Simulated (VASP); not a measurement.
NaF, 2 atoms in the cell. It takes space group Pm-3m (No. 221, cubic). Conventional cell: a = 2.979 Å, b = 2.979 Å, c = 2.979 Å, α = 90.00°, β = 90.00°, γ = 90.00°. Na (site symmetry m-3m) has 8 F at 2.58 Å as nearest neighbours. F (site symmetry m-3m) is surrounded by 8 Na at 2.58 Å. Measurements of this composition are mostly on another form, of space group No. 225. The cell isn't the ideal one: Li replaced by Na, lengths x 1.123, strained and moved within the space group.

| Property | Result |
| --- | --- |
| Program | VASP 6.6.1 |
| Task | single point |
| Functional | PBE |
| Potentials or basis | VASP PAW PBE potentials, release 64 (Na_pv, F) |
| Cutoff | 520 eV |
| k mesh | 8 × 8 × 8 |
| Occupations | gaussian, width 0.02 eV |
| Spin | no spin polarisation |
| Dipole correction | no |
| Further INCAR settings | ALGO = Fast; EDIFF = 1e-06; NBANDS = 14 |

Potentials or basis: VASP PAW PBE potentials, release 64 (Na_pv, F).

Command:

```sh
$ cat potpaw_PBE.64/Na_pv/POTCAR potpaw_PBE.64/F/POTCAR > POTCAR
$ mpirun -np 1 vasp_std > vasp.out
```

Hardware: 1 thread of Intel(R) Xeon(R) Platinum 8559C (Emerald Rapids), on a shared host.

How long does it take, and how much memory?

It took 6.3 s on 1 thread of Intel(R) Xeon(R) Platinum 8559C (Emerald Rapids) (shared host), peak memory 0.13 GiB. Counts: scf iterations 15, k points 35.
